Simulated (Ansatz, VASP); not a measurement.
## One calculation of Sb, two programs

Contents of INCAR:

```
ALGO = Normal ; EDIFF = 1E-6
EDIFFG = -0.001 ; ENCUT = 600
IBRION = 2 ; ISIF = 3
ISMEAR = -1 ; LASPH = T
LCHARG = F ; LREAL = F
LWAVE = F ; NELM = 80
NSW = 80 ; PREC = Accurate
SIGMA = 0.15
```

File KPOINTS:

```
k-points
0
Gamma
  14 14 14
```

File POSCAR:

```
Sb
1.0
    3.0415767219      0.0000000000      0.0000000000
    0.0000000000      3.0415767219      0.0000000000
    0.0000000000      0.0000000000      3.0415767219
Sb
1
Direct
    0.0000000000      0.0000000000      0.0000000000
```

Input for Ansatz:

```yaml
crystal:
  lattice:
    - [3.0415767219, 0.0, 0.0]
    - [0.0, 3.0415767219, 0.0]
    - [0.0, 0.0, 3.0415767219]
  atoms:
    - { symbol: Sb, position: [0.0, 0.0, 0.0] }
basis:
  ecutwfc: 420
kpoints:
  mp_grid: { grid: [14, 14, 14] }
hamiltonian:
  xc: lda
  pseudopotentials: { kind: paw, azcp: { folder: soft_1 } }
scf:
  occupations: { method: fermi_dirac, width: 0.15 }
output:
  forces: true
  stress: true
  eigenvalues: true
relax:
  adjacent_minimum: "off"
  f_tol: 0.001
  max_steps: 60
  cell: { stress_tol: 0.01 }
```

Alike in both runs: task relaxation of cell and atoms; functional LDA; k mesh 14 × 14 × 14; occupations fermi-dirac, width 0.15 eV; no spin polarisation.

|  | VASP | Ansatz |
| --- | --- | --- |
| version | VASP 6.6.1 | Ansatz 0.2.0 |
| potentials or method | VASP PAW LDA potentials, release 64 (Sb) | scalar-relativistic, plane waves, PAW |
| plane-wave cutoff (eV) | 600 | 420 |
| valence electrons in the cell | 5 | 15 |

```csv
,VASP,Ansatz,Ansatz less VASP
"gap on the k mesh at the Fermi level, each at its own relaxed structure (eV)",none,none,-
relaxed volume (Å³/atom),28.27,28.17,-0.094
relaxed cell length with the largest relative difference (Å),3.046,3.043,-0.0034
```

A gap of «none» marks a metal or a gap that the smearing closes. The two sets of potentials don't hold the same shells in valence. Ansatz warned: «pseudo_functional_mismatch».

The runs have no spin-orbit coupling, so splittings on Sb are missing.
